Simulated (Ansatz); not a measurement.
**PbTe (Fm-3m): energy and pressure against volume**

How does PbTe (Fm-3m) respond to strong compression and slight expansion?

Computed with Ansatz 0.2.0 (DFT PBEsol, scalar-relativistic, plane waves, PAW, unless a step's input says otherwise).

**1. The starting structure**

Symmetry: Fm-3m, No. 225, cubic system. The conventional cell has a = 6.443 Å, b = 6.443 Å, c = 6.443 Å, α = 90.00°, β = 90.00°, γ = 90.00°. Te (site symmetry m-3m) is surrounded by 6 Pb at 3.22 Å. Pb (site symmetry m-3m) is surrounded by 6 Te at 3.22 Å.

Structure file:

```
CELL_PARAMETERS angstrom
0.00000 3.22133 3.22133
3.22133 0.00000 3.22133
3.22133 3.22133 0.00000
ATOMIC_POSITIONS crystal
Te 0.50000 0.50000 0.50000
Pb 0.00000 0.00000 0.00000
```

This cell comes from an earlier session at PBEsol: 33.428 Å³/atom at 0.00 GPa, on a 10×10×10 mesh.

**2. Volume × 0.96**

Contents of input.yaml:

```yaml
crystal:
  lattice:
    - [0.0, 3.1777896671, 3.1777896671]
    - [3.1777896671, 0.0, 3.1777896671]
    - [3.1777896671, 3.1777896671, 0.0]
  atoms:
    - { symbol: Te, position: [0.5, 0.5, 0.5] }
    - { symbol: Pb, position: [0.0, 0.0, 0.0] }
basis:
  ecutwfc: 420
  ecutrho_ratio: 4
kpoints:
  mp_grid: { grid: [10, 10, 10] }
hamiltonian:
  xc: pbesol
scf:
  occupations: { method: gaussian, width: 0.05 }
output:
  forces: true
  stress: true
  eigenvalues: true
```

Command:

```
ansatz run input.yaml --threads 1 --pin off --max-ram 2560MiB --backend cpu --events-out ev --progress --plain --runs-dir out
```

Further steps of the session: Volume × 1.04; Volume × 0.92; Volume × 0.88; Volume × 0.84; Volume × 0.8.

What does the calculation give? Wanted: range of pressure; V0; B0; B0′.

As calculated:

| quantity | value |
| --- | --- |
| range of pressure | -1.6 to 16.5 GPa |
| V0 (fit) | 33.43 Å³/atom |
| B0 (fit) | 45 GPa |
| B0′ (fit) | 4.47 |

**Reading.** A third-order Birch-Murnaghan fit follows the points with an rms miss of 0.01 meV/atom. Symmetry fixes shape and sites, so only the volume changes. The gap is zero at the smaller volumes; semilocal functionals close small gaps early. Other structures may be lower in enthalpy at these pressures. Spin–orbit coupling is left out, though the cell holds Pb; in elements this heavy it can shift levels and gaps by tenths of an eV.
